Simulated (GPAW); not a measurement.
Crystal: KI.

```xyz
2
Lattice="0.0000 3.5328 3.5328 3.5328 0.0000 3.5328 3.5328 3.5328 0.0000" Properties=species:S:1:pos:R:3 pbc="T T T"
I     3.5328    3.5328    3.5328
K     0.0000    0.0000    0.0000
```

* Program: GPAW 26.7.0
* Task: relaxation of cell and atoms
* Functional: PBEsol
* Dispersion: D3(BJ)+ATM
* Potentials or basis: PAW data sets generated in the run's folder for this functional
* Cutoff: 600 eV
* Basis: pw
* k mesh: 7 × 7 × 7
* Occupations: fermi-dirac, width 0.05 eV
* Spin: no spin polarisation

At the start: pressure -1.1 GPa; volume 44.09 Å³/atom.

Where does the relaxation end?

Over 4 steps the energy falls by 14.5 meV/atom and the volume is 40.27 Å³/atom (-8.7 %); space group Fm-3m (No. 225, to 0.05 Å).

The path:
```csv
step,energy change (eV),largest force (eV/Å),pressure (GPa),volume (Å³)
1,0.0000,0.0000,-1.10,88.18
2,-0.0038,0.0000,-1.04,87.61
3,-0.0283,0.0000,0.20,79.35
4,-0.0290,0.0000,-0.03,80.55
```

Final structure:
```yaml
crystal:
  lattice:
    - [0.00000, 3.42775, 3.42775]
    - [3.42775, 0.00000, 3.42775]
    - [3.42775, 3.42775, 0.00000]
  atoms:
    - { symbol: I, position: [0.50000, 0.50000, 0.50000] }
    - { symbol: K, position: [0.00000, 0.00000, 0.00000] }
```

Caveat: later steps reuse the first step's grids.
